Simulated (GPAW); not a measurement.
Computed results, one entry a study.

```xyz
2
Lattice="0.000 3.533 3.533 3.533 0.000 3.533 3.533 3.533 0.000" Properties=species:S:1:pos:R:3 pbc="T T T" subject="A GW chain in GPAW: KI (Fm-3m)" method="DFT, PBE, plane waves, PAW (and 1 further level or step)" program="GPAW 26.7.0" settings_of_one_run="cutoff 450 eV, GPAW PAW setups 1.2.1 data release, 4×4×4 k-mesh, nbands 415" cost="3 runs, 55 s in all on 4 MPI ranks of Arm Neoverse V2, shared host (the runs of this entry)" notes="The cell and positions come from the Crystallography Open Database and are kept as given unless a step says otherwise. Limits: no spin-orbit coupling. Bands and cutoff are finite, so the gap is not at the basis limit. The miss can reach some tenths of an eV and take either sign; the mesh is an error of its own." pbe_gap="3.98 eV, direct" g0w0_gap_on_the_mesh="6.03 eV" gw_settings="4×4×4 mesh, 188 bands, screening to 96 eV, Godby-Needs plasmon pole" known_limits="not at the basis limit; no spin-orbit coupling"
K     0.000    0.000    0.000
I     3.533    3.533    3.533
```

[Paths, hosts, dates, memory and timing lines, banners, echoed tables and standing remarks are left out of the program output.]

[Logs are printed without paths, hosts, clocks, repeated set-up lines and the standing remarks that a program may print on its own settings, such as how far it seeks lower states.]

[Runs of the session that timed out or met a known fault of the program may be left out.]

[Hosts, paths, dates, database ids (printed as entryN), source tags and the programs' standing remarks are cut or masked in the printed files.]
